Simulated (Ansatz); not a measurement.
Calculated electric field gradients for TiO2

The cell is an entry of the Crystallography Open Database (COD), ions relaxed with PBE at fixed cell.

Space group Pbca (No. 61); a = 5.1450, b = 9.1850, c = 5.4470 Å.

| site | Wyckoff | site symmetry | x | y | z |
| --- | --- | --- | --- | --- | --- |
| Ti | 8c | 1 | 0.1386 | 0.1290 | 0.9056 |
| O9 | 8c | 1 | 0.4646 | 0.2299 | 0.8912 |
| O17 | 8c | 1 | 0.8160 | 0.0098 | 0.8506 |

One atom of each set is listed.

Method: Kohn–Sham DFT in Ansatz, PBEsol, plane waves and PAW, scalar-relativistic, 420 eV cutoff, Γ-centred 5×3×5 k-points, Fermi–Dirac smearing 0.02 eV.

C_Q = eQV_zz/h, which is 24.18 MHz for Q = 1 b and V_zz = 10²¹ V/m²; η = (V_xx − V_yy)/V_zz. ν_Q = 3|C_Q|/[2I(2I − 1)].

49Ti: I = 7/2, Q = 247.0 mb; ¹⁷O: I = 5/2, Q = -25.58 mb. Q values from Pyykkö, Mol. Phys. 116, 1328 (2018).

Question: What field gradients does the calculation give at each kind of site?

Answer: 

```
site  atoms          first shell  C_Q (MHz)     η  ν_Q (MHz)
  Ti      8   6 O at 1.86–2.07 Å       11.5  0.85      0.823
  O9      8  3 Ti at 1.92–2.07 Å       1.40  0.84      0.210
 O17      8  3 Ti at 1.86–2.01 Å      -1.15  0.82      0.172
```
